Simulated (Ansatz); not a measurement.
Relaxed (001) slab cut from WS₂ (space group R3m (No. 160)); the slab's formula is WS4, its outer planes S (top) and S (bottom):

```yaml
crystal:
  lattice:
    - [3.14761, 0.00000, 0.00000]
    - [-1.57380, 2.72591, 0.00000]
    - [0.00000, 0.00000, 24.60753]
  atoms:
    - { symbol: S, position: [0.66667, 0.33333, 0.31584] }
    - { symbol: S, position: [0.33333, 0.66667, 0.44059] }
    - { symbol: W, position: [0.66667, 0.33333, 0.50476] }
    - { symbol: S, position: [0.33333, 0.66667, 0.56797] }
    - { symbol: S, position: [0.00000, 0.00000, 0.67086] }
```

The calculation used DFT PBEsol, scalar-relativistic, plane waves, PAW in Ansatz. Cutoff 420 eV; k points 9×9×1 on the computed 5-atom cell (Γ-centred); Gaussian smearing, width 0.05 eV; no spin polarisation. A dipole correction removes the field between periodic images along c.

The potential is the smooth part; its values at the atoms depend on the PAW datasets.

Q: How does the plane-averaged electrostatic potential energy of an electron run along c, counted from the Fermi level?

A:
```tsv
z (Å)	V (eV)
3.01	7.12
3.28	7.12
3.55	7.12
3.83	7.12
4.10	7.12
4.37	7.12
4.65	7.12
4.92	7.11
5.19	7.10
5.47	7.08
5.74	7.02
6.02	6.88
6.29	6.56
6.56	5.81
6.84	4.06
7.11	-0.04
7.38	-5.06
7.66	-7.33
7.93	-7.20
8.20	-4.54
8.48	0.59
8.75	4.15
9.02	5.46
9.30	5.69
9.57	5.19
9.84	3.77
10.12	0.41
10.39	-4.65
10.66	-7.51
10.94	-8.35
11.21	-8.00
11.48	-6.74
11.76	-9.00
12.03	-14.20
12.30	-17.70
12.58	-17.44
12.85	-13.59
13.12	-8.69
13.40	-7.36
13.67	-8.48
13.94	-8.46
14.22	-7.28
14.49	-3.79
14.76	1.17
15.04	3.74
15.31	4.30
15.58	3.15
15.86	-0.72
16.13	-5.43
16.41	-7.40
16.68	-7.08
16.95	-4.27
17.23	0.87
17.50	4.35
17.77	5.79
18.05	6.40
18.32	6.66
18.59	6.77
18.87	6.82
19.14	6.84
19.41	6.85
19.69	6.85
19.96	6.85
20.23	6.85
20.51	6.85
20.78	6.85
21.05	6.85
21.33	6.85
```

The vacuum level lies 6.85 eV (top face) and 7.12 eV (bottom face) above the Fermi level.

Spin-orbit coupling is left out, which matters for the bands of heavy elements.

The reference crystal is a form of WS2, which isn't its usual structure.

Cost: 1 run of about 0.7 core-minutes, on Arm Neoverse V2 (shared hosts).